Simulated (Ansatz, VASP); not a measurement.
**Two plane-wave programs on Ta**

```
Ta
1.0
     5.25358    0.00000    0.00000
     0.00000    5.25358    0.00000
     0.00000    0.00000    5.25358
Ta
8
Direct
  0.50000 0.50000 0.50000
  0.00000 0.00000 0.00000
  0.25000 0.00000 0.50000
  0.50000 0.25000 0.00000
  0.50000 0.75000 0.00000
  0.75000 0.00000 0.50000
  0.00000 0.50000 0.75000
  0.00000 0.50000 0.25000
```

Alike in both runs: functional PBEsol; k mesh 8 × 8 × 8; occupations gaussian, width 0.1 eV; no spin polarisation.

Ansatz relaxed the structure, and its values are those at the end. VASP's run is a single point on that final structure, the one shown.

|  | VASP | Ansatz |
| --- | --- | --- |
| version | VASP 6.6.1 | Ansatz 0.2.0 |
| potentials or method | VASP PAW PBE potentials, release 64 (Ta_pv) | scalar-relativistic, plane waves, PAW |
| plane-wave cutoff (eV) | 520 | 420 |
| valence electrons in the cell | 88 | 104 |

Ansatz gave:

- gap on the k mesh at the Fermi level (eV): none
- pressure (GPa): 0.0

Question: What did VASP give for the same quantities?

Answer: gap on the k mesh at the Fermi level (eV): none; pressure (GPa): 0.2.

A gap of «none» marks a metal or a gap that the smearing closes. The two sets of potentials don't hold the same shells in valence.

Caveats: the PAW data sets were made with another functional, which shifts forces and pressure a little (VASP). Spin-orbit coupling is left out, which matters for the levels of Ta.
